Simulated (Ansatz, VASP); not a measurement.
C in VASP and in Ansatz

```
C
1.0
     0.00000    1.58128    1.58128
     1.58128    0.00000    1.58128
     1.58128    1.58128    0.00000
C
1
Direct
  0.00000 0.00000 0.00000
```

Alike in both runs: task single point; functional PBE; k mesh 20 × 20 × 20; occupations fermi-dirac, width 0.1 eV; no spin polarisation.

|  | VASP | Ansatz |
| --- | --- | --- |
| version | VASP 6.6.1 | Ansatz 0.2.0 |
| potentials or method | VASP PAW PBE potentials, release 64 (C) | plane waves (420 eV) with PAW, scalar-relativistic |
| plane-wave cutoff (eV) | 520 | 420 |
| valence electrons in the cell | 4 | 4 |

|  | VASP | Ansatz | Ansatz less VASP |
| --- | --- | --- | --- |
| pressure (GPa) | -10.2 | -10.2 | -0.02 |
